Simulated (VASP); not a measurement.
# Hf (Im-3m) in VASP: a series of runs

The runs below take Hf through relaxation of cell and atoms, with PBEsol.

All numbers are computed with VASP 6.6.1; they aren't measurements. Logs are shortened: lines on timing, memory, paths and dates and some standing lists are left out, and cuts for length are marked.

## (1) The crystal as given

Symmetry: Im-3m, No. 229, cubic system. Conventional cell: a = 3.261 Å, b = 3.261 Å, c = 3.261 Å, α = 90.00°, β = 90.00°, γ = 90.00°. Around Hf (site symmetry m-3m) lie 8 Hf at 2.82 Å.

This isn't the form of Hf at room conditions, which is hcp.

## (2) Relaxation of cell and atoms, PBEsol, target pressure 12 GPa, at which the enthalpy is minimised

INCAR

```
PREC = Accurate
ENCUT = 700
EDIFF = 1E-7
ISMEAR = 0
SIGMA = 0.1
LREAL = False
LASPH = True
NELM = 80
ALGO = Normal
ISIF = 3
LWAVE = False
LCHARG = False
GGA = PS
IBRION = 2
NSW = 80
EDIFFG = -0.002
PSTRESS = 120.0
```

KPOINTS

```
regular mesh
0
Gamma
  16 16 16
```

POSCAR

```
Hf                                      
1.0
   -1.6304304139      1.6304304139      1.6304304139
    1.6304304139     -1.6304304139      1.6304304139
    1.6304304139      1.6304304139     -1.6304304139
  Hf            
     1
Direct
     0.0000000000000000    0.0000000000000000    0.0000000000000000
```

Potentials or basis: VASP PAW PBE potentials, release 64 (Hf_pv).

Command:

```bash
cat potpaw_PBE.64/Hf_pv/POTCAR > POTCAR
mpirun -np 1 vasp_std > vasp.out
```

OUTCAR:

```text
PREC = Accurate
   ENCUT = 700
   EDIFF = 1E-7
   ISMEAR = 0
   LREAL = False
   LASPH = True
   NELM = 80
   ISIF = 3
   GGA = PS
   IBRION = 2
   NSW = 80
   EDIFFG = -0.002
   PSTRESS = 120.0

 ion  position               nearest neighbor table
   1  0.000  0.000  0.000-

  LATTYP: Found a body centered cubic cell.
 ALAT       =     3.2608608278

  Lattice vectors:

 A1 = (  -1.6304304139,   1.6304304139,   1.6304304139)
 A2 = (   1.6304304139,  -1.6304304139,   1.6304304139)
 A3 = (   1.6304304139,   1.6304304139,  -1.6304304139)

Analysis of symmetry for initial positions (statically):
=====================================================================
 Subroutine PRICEL returns:
 Original cell was already a primitive cell.

 Routine SETGRP: Setting up the symmetry group for a
 body centered cubic supercell.

 Subroutine GETGRP returns: Found 48 space group operations
 (whereof 48 operations were pure point group operations)
 out of a pool of 48 trial point group operations.

The static configuration has the point symmetry O_h .

Analysis of symmetry for dynamics (positions and initial velocities):
=====================================================================
 Subroutine PRICEL returns:
 Original cell was already a primitive cell.

 Routine SETGRP: Setting up the symmetry group for a
 body centered cubic supercell.

 Subroutine GETGRP returns: Found 48 space group operations
 (whereof 48 operations were pure point group operations)
 out of a pool of 48 trial point group operations.

The dynamic configuration has the point symmetry O_h .

 Subroutine INISYM returns: Found 48 space group operations
 (whereof 48 operations are pure point group operations),
 and found     1 'primitive' translations

----------------------------------------------------------------------------------------

                                     Primitive cell

  volume of cell :      17.3367

  direct lattice vectors                    reciprocal lattice vectors
    -1.630430414  1.630430414  1.630430414     0.000000000  0.306667488  0.306667488
     1.630430414 -1.630430414  1.630430414     0.306667488  0.000000000  0.306667488
     1.630430414  1.630430414 -1.630430414     0.306667488  0.306667488  0.000000000

  length of vectors
     2.823988315  2.823988315  2.823988315     0.433693321  0.433693321  0.433693321

  position of ions in fractional coordinates (direct lattice)
     0.000000000  0.000000000  0.000000000

  ion indices of the primitive-cell ions
[... 101 lines left out ...]
   AEXX    =    0.0000 exact exchange contribution
   IVDW    =     0    specifies the selected vdW correction
   LEPSILON=     F    determine dielectric tensor
   LRPA    =     F    only Hartree local field effects (RPA)
 conjugate gradient relaxation of ions
 non-spin polarized calculation
 Gauss-broadening in eV      SIGMA  =   0.10
  energy-cutoff  :      700.00
  volume of cell :       17.34
 maximum number of plane-waves:       737
   NGX = 13   NGY = 13   NGZ = 13

--------------------------------------- Ionic step        1  -------------------------------------------

 number of electron      10.0000001 magnetization

 Free energy of the ion-electron system (eV)
  ---------------------------------------------------
  ext. energy  EPLUGINS =         0.00000000
  ---------------------------------------------------
  free energy    TOTEN  =       -10.02421715 eV

  energy without entropy =      -10.01739360  energy(sigma->0) =      -10.02080537

------------------------ aborting loop because EDIFF is reached ----------------------------------------

  FORCE on cell =-STRESS in cart. coord.  units (eV):
  Direction    XX          YY          ZZ          XY          YZ          ZX
  --------------------------------------------------------------------------------------
  -------------------------------------------------------------------------------------
  Total        3.2466848      3.2466848      3.2466848     -0.0000000     -0.0000000      0.0000000
  in kB      300.0432899    300.0432899    300.0432899     -0.0000000     -0.0000000      0.0000000
  external PRESSURE =     180.0432899 kB  Pullay stress =     120.0000000 kB
[... 94 lines left out ...]
  energy  without entropy=      -10.2704445654  energy(sigma->0) =      -10.27450979

  enthalpy is  TOTEN    =        -8.8274740814 eV   P V=        1.4511009311

[... ionic steps 4 to 15 ...]

--------------------------------------- Ionic step       16  -------------------------------------------

 number of electron      10.0000000 magnetization

------------------------ aborting loop because EDIFF is reached ----------------------------------------
[... 69 lines left out ...]
--------------------------------------- Ionic step       18  -------------------------------------------

 number of electron      10.0000000 magnetization

 Free energy of the ion-electron system (eV)
  ---------------------------------------------------
  ext. energy  EPLUGINS =         0.00000000
  ---------------------------------------------------
  free energy    TOTEN  =       -10.27223880 eV

  energy without entropy =      -10.26410052  energy(sigma->0) =      -10.26816966

 E-fermi :   5.4489     XC(G=0): -12.0864

 val. band max:        5.4460666806   @ k =   0.2500   0.0625  -0.0000
 cond. band min:       5.4552425996   @ k =   0.3125   0.2500   0.0625
 fundamental gap:      0.0091759191
 Fermi energy:         5.4488516000

 k-point     1 :       0.0000    0.0000    0.0000
  band No.  band energies     occupation
      1     -23.7420      2.00000
      2     -23.7420      2.00000
      3     -23.7420      2.00000
      4      -2.0424      2.00000
      5       7.0637      0.00000
      6       7.0637      0.00000
      7       7.0637      0.00000
      8      10.3105      0.00000
      9      10.3105      0.00000
[... 265 lines left out ...]
 k-point    24 :       0.2500    0.1875    0.0000
  band No.  band energies     occupation
      1     -24.7946      2.00000
      2     -24.1752      2.00000
      3     -23.8584      2.00000
      4       2.2018      2.00000
      5       4.8147      2.00000
      6       5.4753      0.70848
      7       9.6417      0.00000
      8      11.2925      0.00000
      9      13.0507      0.00000

 [... further k-points ...]

------------------------ aborting loop because EDIFF is reached ----------------------------------------

  FORCE on cell =-STRESS in cart. coord.  units (eV):
  Direction    XX          YY          ZZ          XY          YZ          ZX
  --------------------------------------------------------------------------------------
  -------------------------------------------------------------------------------------
  Total        1.4436603      1.4436603      1.4436603     -0.0000000     -0.0000000      0.0000000
  in kB      119.9230084    119.9230084    119.9230084     -0.0000000     -0.0000000      0.0000000
  external PRESSURE =      -0.0769916 kB  Pullay stress =     120.0000000 kB
[... 20 lines left out ...]
  energy  without entropy=      -10.2641005215  energy(sigma->0) =      -10.26816966

  enthalpy is  TOTEN    =        -8.8276516803 eV   P V=        1.4445871225

 reached required accuracy - stopping structural energy minimisation
```

CONTCAR:

```text
Hf
   1.00000000000000
    -1.6894202469813731    1.6894202469813733    1.6894202469813735
     1.6894202469813731   -1.6894202469813733    1.6894202469813735
     1.6894202469813731    1.6894202469813733   -1.6894202469813735
  Hf
     1
Direct
     0.0000000000000000    0.0000000000000000    0.0000000000000000

  0.00000000E+00  0.00000000E+00  0.00000000E+00
```

Wall time 95 s (1 thread of AMD EPYC 9R14 (Zen 4), shared host); peak memory 0.15 GiB.

What came out:

- Free energy: -10.2722 eV
- Relaxed volume: 19.29 Å³/atom
- Relaxed cell: a = 2.926 Å, b = 2.926 Å, c = 2.926 Å, α = 109.47°, β = 109.47°, γ = 109.47°
- Space group after relaxing (to 0.05 Å): Im-3m (No. 229)
- Energy change on relaxing (the enthalpy is what falls): -248.0 meV/atom
- Ionic steps: 18
- Pressure after relaxing: 12.0 GPa
- Band gap on the k mesh: none (metal or under the smearing width)

The path:
| step | energy change (eV) | largest force (eV/Å) | pressure (GPa) | volume (Å³) |
| --- | --- | --- | --- | --- |
| 1 | 0.0000 | 0.0000 | 30.00 | 17.34 |
| 2 | -0.2837 | 0.0000 | -6.60 | 22.70 |
| 3 | -0.2544 | 0.0000 | 11.38 | 19.37 |
| 4 | -0.2487 | 0.0000 | 11.93 | 19.30 |
| 5 | -0.2457 | 0.0000 | 12.23 | 19.26 |
| 6 | -0.2457 | 0.0000 | 12.25 | 19.26 |
| 7 | -0.2459 | 0.0000 | 12.20 | 19.26 |
| 8 | -0.2459 | 0.0000 | 12.20 | 19.26 |
| 9 | -0.2460 | 0.0000 | 12.20 | 19.26 |
| 10 | -0.2460 | 0.0000 | 12.20 | 19.26 |
| 11 | -0.2460 | 0.0000 | 12.21 | 19.26 |
| 12 | -0.2460 | 0.0000 | 12.21 | 19.26 |
| 13 | -0.2461 | 0.0000 | 12.19 | 19.26 |
| 14 | -0.2463 | 0.0000 | 12.17 | 19.26 |
| 15 | -0.2467 | 0.0000 | 12.13 | 19.27 |
| 16 | -0.2474 | 0.0000 | 12.06 | 19.28 |
| 17 | -0.2489 | 0.0000 | 11.91 | 19.30 |
| 18 | -0.2480 | 0.0000 | 11.99 | 19.29 |

Final structure:
```yaml
crystal:
  lattice:
    - [-1.68942, 1.68942, 1.68942]
    - [1.68942, -1.68942, 1.68942]
    - [1.68942, 1.68942, -1.68942]
  atoms:
    - { symbol: Hf, position: [0.00000, 0.00000, 0.00000] }
```

Caveat: the cell is relaxed towards a set pressure, so the enthalpy falls and the energy may rise; the PAW data sets were made with another functional, which shifts forces and pressure a little. Zero-point motion and thermal expansion aren't in these numbers.

## (3) Relaxation of cell and atoms, PBEsol, target pressure 12 GPa, at which the enthalpy is minimised

This run uses another cell than the first one, of 19.29 Å³/atom, 1.113 times its volume.

INCAR is that of step 2.

KPOINTS is that of step 2.

POSCAR

```
Hf                                      
1.0
   -1.6894202470      1.6894202470      1.6894202470
    1.6894202470     -1.6894202470      1.6894202470
    1.6894202470      1.6894202470     -1.6894202470
  Hf            
     1
Direct
     0.0000000000000000    0.0000000000000000    0.0000000000000000
```

Potentials or basis: VASP PAW PBE potentials, release 64 (Hf_pv).

Command:

```bash
cat potpaw_PBE.64/Hf_pv/POTCAR > POTCAR
mpirun -np 1 vasp_std > vasp.out
```

OUTCAR:

```text
PREC = Accurate
   ENCUT = 700
   EDIFF = 1E-7
   ISMEAR = 0
   LREAL = False
   LASPH = True
   NELM = 80
   ISIF = 3
   GGA = PS
   IBRION = 2
   NSW = 80
   EDIFFG = -0.002
   PSTRESS = 120.0

 ion  position               nearest neighbor table
   1  0.000  0.000  0.000-

  LATTYP: Found a body centered cubic cell.
 ALAT       =     3.3788404940

  Lattice vectors:

 A1 = (  -1.6894202470,   1.6894202470,   1.6894202470)
 A2 = (   1.6894202470,  -1.6894202470,   1.6894202470)
 A3 = (   1.6894202470,   1.6894202470,  -1.6894202470)

Analysis of symmetry for initial positions (statically):
=====================================================================
 Subroutine PRICEL returns:
 Original cell was already a primitive cell.

 Routine SETGRP: Setting up the symmetry group for a
 body centered cubic supercell.

 Subroutine GETGRP returns: Found 48 space group operations
 (whereof 48 operations were pure point group operations)
 out of a pool of 48 trial point group operations.

The static configuration has the point symmetry O_h .

Analysis of symmetry for dynamics (positions and initial velocities):
=====================================================================
 Subroutine PRICEL returns:
 Original cell was already a primitive cell.

 Routine SETGRP: Setting up the symmetry group for a
 body centered cubic supercell.

 Subroutine GETGRP returns: Found 48 space group operations
 (whereof 48 operations were pure point group operations)
 out of a pool of 48 trial point group operations.

The dynamic configuration has the point symmetry O_h .

 Subroutine INISYM returns: Found 48 space group operations
 (whereof 48 operations are pure point group operations),
 and found     1 'primitive' translations
[... 115 lines left out ...]
  Fermi-wavevector in a.u.,A,eV,Ry     =   1.315176  2.485322 23.533825  1.729687
  Thomas-Fermi vector in A             =   2.445377
   LORBIT       =      0    0 simple, 1 ext, 2 COOP (PROOUT), +10 PAW based schemes
   GGA     = PS    functional components
   LHFCALC =     F    Hartree Fock is set to
   AEXX    =    0.0000 exact exchange contribution
   IVDW    =     0    specifies the selected vdW correction
   LEPSILON=     F    determine dielectric tensor
   LRPA    =     F    only Hartree local field effects (RPA)
 conjugate gradient relaxation of ions
 non-spin polarized calculation
 Gauss-broadening in eV      SIGMA  =   0.10
  energy-cutoff  :      700.00
  volume of cell :       19.29
 maximum number of plane-waves:       856
 NGX is ok and might be reduce to    28
   NGX = 13   NGY = 13   NGZ = 13

 number of electron      10.0000000 magnetization

 Free energy of the ion-electron system (eV)
  ---------------------------------------------------
  ext. energy  EPLUGINS =         0.00000000
  ---------------------------------------------------
  free energy    TOTEN  =       -10.27245759 eV

  energy without entropy =      -10.26431944  energy(sigma->0) =      -10.26838852

 E-fermi :   5.4489     XC(G=0): -12.0864

 val. band max:        5.4460869368   @ k =   0.2500   0.0625   0.0000
 cond. band min:       5.4552363566   @ k =   0.3125   0.2500   0.0625
 fundamental gap:      0.0091494198
 Fermi energy:         5.4488597452

 k-point     1 :       0.0000    0.0000    0.0000
  band No.  band energies     occupation
      1     -23.7422      2.00000
      2     -23.7422      2.00000
      3     -23.7422      2.00000
      4      -2.0422      2.00000
      5       7.0637      0.00000
      6       7.0637      0.00000
      7       7.0637      0.00000
      8      10.3105      0.00000
      9      10.3105      0.00000
[... 265 lines left out ...]
 k-point    24 :       0.2500    0.1875    0.0000
  band No.  band energies     occupation
      1     -24.7948      2.00000
      2     -24.1754      2.00000
      3     -23.8586      2.00000
      4       2.2019      2.00000
      5       4.8147      2.00000
      6       5.4753      0.70840
      7       9.6417      0.00000
      8      11.2925      0.00000
      9      13.0507      0.00000

 [... further k-points ...]

------------------------ aborting loop because EDIFF is reached ----------------------------------------

  FORCE on cell =-STRESS in cart. coord.  units (eV):
  Direction    XX          YY          ZZ          XY          YZ          ZX
  --------------------------------------------------------------------------------------
  -------------------------------------------------------------------------------------
  Total        1.4448025      1.4448025      1.4448025      0.0000000     -0.0000000      0.0000000
  in kB      120.0178950    120.0178950    120.0178950      0.0000000     -0.0000000      0.0000000
  external PRESSURE =       0.0178950 kB  Pullay stress =     120.0000000 kB

 VOLUME and BASIS-vectors are now :
 -----------------------------------------------------------------------------
  energy-cutoff  :      700.00
  volume of cell :       19.29
      direct lattice vectors                 reciprocal lattice vectors
    -1.689420247  1.689420247  1.689420247     0.000000000  0.295959517  0.295959517
     1.689420247 -1.689420247  1.689420247     0.295959517  0.000000000  0.295959517
     1.689420247  1.689420247 -1.689420247     0.295959517  0.295959517  0.000000000

 POSITION                                       TOTAL-FORCE (eV/Angst)
 -----------------------------------------------------------------------------------
      0.00000      0.00000      0.00000         0.000000     -0.000000     -0.000000
 -----------------------------------------------------------------------------------
    total drift:                                0.000000      0.000000      0.000000

  FREE ENERGIE OF THE ION-ELECTRON SYSTEM (eV)
  ---------------------------------------------------
  free  energy   TOTEN  =       -10.2724575926 eV

  energy  without entropy=      -10.2643194442  energy(sigma->0) =      -10.26838852

  enthalpy is  TOTEN    =        -8.8278704700 eV   P V=        1.4445871226

 reached required accuracy - stopping structural energy minimisation
```

OSZICAR:

```text
N       E                     dE             d eps       ncg     rms          rms(c)
DAV:   1     0.981053768057E+01    0.98105E+01   -0.71609E+03  2634   0.133E+03
DAV:   2    -0.102445730153E+02   -0.20055E+02   -0.19468E+02  4008   0.155E+02
DAV:   3    -0.105611118777E+02   -0.31654E+00   -0.30916E+00  2997   0.139E+01
DAV:   4    -0.105626581402E+02   -0.15463E-02   -0.15451E-02  3225   0.940E-01
DAV:   5    -0.105626650551E+02   -0.69148E-05   -0.69152E-05  2907   0.481E-02    0.480E+01
DAV:   6    -0.103498387191E+02    0.21283E+00   -0.19920E-01  2693   0.369E+00    0.283E+01
DAV:   7    -0.102760110780E+02    0.73828E-01   -0.28986E-01  2715   0.431E+00    0.116E+00
DAV:   8    -0.102724394572E+02    0.35716E-02   -0.15494E-02  2717   0.109E+00    0.337E-01
DAV:   9    -0.102724552030E+02   -0.15746E-04   -0.20233E-04  3274   0.155E-01    0.601E-02
DAV:  10    -0.102724575498E+02   -0.23468E-05   -0.11189E-05  2949   0.301E-02    0.583E-02
DAV:  11    -0.102724576012E+02   -0.51406E-07   -0.14004E-06  2887   0.107E-02    0.109E-03
DAV:  12    -0.102724575926E+02    0.86322E-08   -0.31639E-08  1413   0.187E-03
   1 F= -.88278705E+01 E0= -.88238014E+01  d E =-.882787E+01
```

Run time: 22 s. Hardware: 1 thread of AMD EPYC 9R14 (Zen 4), shared host; peak memory 0.16 GiB.

Results:

| Property | Result |
| --- | --- |
| Free energy | -10.2725 eV |
| Pressure after relaxing | 12.0 GPa |
| Band gap on the k mesh | none (metal or under the smearing width) |

Final structure:
```
Hf
1.0
    -1.68942    1.68942    1.68942
     1.68942   -1.68942    1.68942
     1.68942    1.68942   -1.68942
Hf
1
Direct
  0.00000 0.00000 0.00000
```

Caveat: the relaxation stopped at its first step, so nothing moved; the cell is relaxed towards a set pressure, so the enthalpy falls and the energy may rise; the PAW data sets were made with another functional, which shifts forces and pressure a little. Spin-orbit coupling is left out, which matters for the levels of Hf.
